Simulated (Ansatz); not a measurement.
Crystal: TiTe2.

```
CELL_PARAMETERS angstrom
3.77700 0.00000 0.00000
-1.88850 3.27098 0.00000
0.00000 0.00000 6.49800
ATOMIC_POSITIONS crystal
Te 0.33333 0.66667 0.73720
Te 0.66667 0.33333 0.26280
Ti 0.00000 0.00000 0.00000
```

Program: Ansatz 0.2.0. Alike in all runs: potentials or basis Ansatz PAW; no spin polarisation; cell as given; k mesh 8 × 8 × 4; cutoff (eV) 420.

**Question.** Order these runs on this cell by their pressure, lowest first.
A. level LDA; smearing gaussian 0.05 eV
B. level PBE; smearing gaussian 0.024 eV
C. level PBEsol+U; U Ti d U = 1 eV; smearing fermi-dirac 0.05 eV; hubbard projectors ortho-atomic (the default); double counting fll (the default)
D. level PBEsol+U; U Ti d U = 8 eV; smearing fermi-dirac 0.05 eV; hubbard projectors ortho-atomic (the default); double counting fll (the default)
E. level PBEsol+U; U Ti d U = 5 eV; smearing fermi-dirac 0.05 eV; hubbard projectors ortho-atomic (the default); double counting fll (the default)

**Answer.** A (-4.1 GPa), C (-1.6 GPa), B (0.9 GPa), E (2.8 GPa), D (6.6 GPa).

Caveats: the PAW data sets come from PBE, with cores solved anew for the run's functional, which leaves a small shift of forces and pressure (some runs); this functional lacks dispersion, which binds the layers, so the pressure and a relaxed spacing across them are unreliable (some runs); U without spin polarisation on a metal has little footing (some runs); the U is typed as a test and isn't derived for this compound (some runs).

Not every run made on this cell is shown here.
